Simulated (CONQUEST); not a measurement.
The system is PbS (Galena).

```
Pb S
1.0
     4.19420    0.00000    0.00000
     0.00000    4.19420    0.00000
     0.00000    0.00000    5.93150
Pb S
2 2
Direct
  0.49890 0.48731 0.50117
  0.99890 0.98731 0.00117
  0.49662 0.49429 0.99958
  0.99662 0.99429 0.49958
```

The cell isn't the ideal one: atoms moved at random, drawn with an rms of 0.05 Å.

Base run:

* Program: CONQUEST 1.3
* Functional: PBE
* Potentials or basis: PseudoDojo NC PBE, SZ, linear scaling with L range 18 bohr, grid cutoff 120 Ha
* Occupations: none (density matrix without k points)
* Spin: no spin polarisation

Its results: pressure 10.4 GPa; largest force 0.004 eV/Å.

Task: After a change of settings the same cell gave: pressure 15.3 GPa; largest force 0.046 eV/Å. Which change was it?
A. potentials or basis from PseudoDojo NC PBE, SZ, linear scaling with L range 18 bohr, grid cutoff 120 Ha to PseudoDojo NC PBE, SZ, grid cutoff 120 Ha; occupations from none (density matrix without k points) to fermi-dirac, width 0.05 eV
B. potentials or basis from PseudoDojo NC PBE, SZ, linear scaling with L range 18 bohr, grid cutoff 120 Ha to PseudoDojo NC PBE, SZ, linear scaling with L range 20 bohr, grid cutoff 120 Ha
C. potentials or basis from PseudoDojo NC PBE, SZ, linear scaling with L range 18 bohr, grid cutoff 120 Ha to PseudoDojo NC PBE, SZ, linear scaling with L range 14 bohr, grid cutoff 120 Ha

Result: C.

Caveats: the atomic basis is small; the density matrix is cut off at a finite range, which raises the energy and shifts forces and pressure; the basis of atomic orbitals isn't converged, which shifts pressures, moduli and gaps.
